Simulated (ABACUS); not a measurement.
TiAl: single point with PBE

Crystal: TiAl.

```
Ti Al
1.0
     3.17906    0.00000    0.00000
     0.00000    3.17906    0.00000
     0.00000    0.00000    3.17906
Ti Al
1 1
Cartesian
  0.0000 0.0000 0.0000
  1.5895 1.5895 1.5895
```

The cell comes from a database or a generator and needn't be the stable form of this composition.

- Program: ABACUS 3.10.1
- Task: single point
- Functional: PBE
- Potentials or basis: PseudoDojo NC SR 0.4.1 PBE standard
- Cutoff: 1361 eV
- Density cutoff: 5442 eV
- Basis: DZP LCAO (the cutoffs set its grid)
- k mesh: 8 × 8 × 8
- Occupations: fermi-dirac, width 0.05 eV
- Spin: no spin polarisation
- Orbital files: Ti Ti_confined-atom_7au_3s2p2d1f.orb, Al Al_confined-atom_8au_2s2p1d.orb
- Radial cutoff of the potentials (pseudo_rcut): 10 bohr
- SCF threshold on the density: 1e-07
- Max SCF steps: 100
- Eigensolver: genelpa
- Mixing: broyden
- Mixing share: 0.7
- Symmetry key: 1

```json
{
 "Pressure": "1.6 GPa",
 "Band gap on the k mesh": "none (metal or under the smearing width)",
 "Mulliken charges": "Ti +0.04; Al -0.04 e"
}
```

Levels at points of the mesh, in eV from the Fermi level:
```tsv
k point	band 5	band 6	band 7	band 8	band 9	band 10
(0.00, 0.00, 0.00)	-9.28	-1.44	-1.44	1.80	1.80	1.80
(0.50, 0.00, 0.00)	-6.05	-5.22	-0.55	0.16	0.16	2.05
(0.50, 0.50, 0.00)	-5.02	-2.13	-2.13	-1.47	0.70	0.70
(0.50, 0.50, 0.50)	-3.11	-3.11	-3.11	0.60	2.80	2.80
```

Wall time 5 s on 4 MPI ranks on Intel(R) Xeon(R) CPU @ 2.60GHz (Ice Lake) (shared host), peak memory 0.48 GiB a rank.

Caveat: the atomic orbitals were generated for these runs and aren't a published set; Mulliken charges move with the basis; the basis of atomic orbitals isn't converged, which shifts pressures, moduli and gaps.
